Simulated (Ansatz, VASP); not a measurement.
# Two plane-wave programs on Cr

```
Cr
1.0
    -1.44195    1.44195    1.49963
     1.44195   -1.44195    1.49963
     1.44195    1.44195   -1.49963
Cr
1
Direct
  0.00000 0.00000 0.00000
```

Change from the starting cell: strain +0.000 along x and y, +0.040 along z, atoms carried along.

Alike in both runs: task single point; functional PBE; k mesh 24 × 24 × 24; occupations gaussian, width 0.15 eV; no spin polarisation.

|  | VASP | Ansatz |
| --- | --- | --- |
| version | VASP 6.6.1 | Ansatz 0.2.0 |
| potentials or method | VASP PAW PBE potentials, release 64 (Cr_pv) | scalar-relativistic, plane waves, PAW |
| plane-wave cutoff (eV) | 520 | 420 |
| valence electrons in the cell | 12 | 14 |

```csv
,VASP,Ansatz,Ansatz less VASP
gap on the k mesh at the Fermi level (eV),none,none,-
pressure (GPa),-16.9,-16.6,+0.35
largest component of the traceless stress (GPa),7.36,7.41,+0.056
```

A gap of «none» marks a metal or a gap that the smearing closes. With one functional, cell and mesh, what is left measures potentials, basis and numerics. The two sets of potentials don't hold the same shells in valence.

Caveats: so large a pressure means that the cell lies far from this level's equilibrium, or that cutoff or potentials fall short (VASP); the run has no spin polarisation, though such a crystal can be magnetic. Spin polarisation is off, so any magnetic state and its effect on volume and gap are missing.
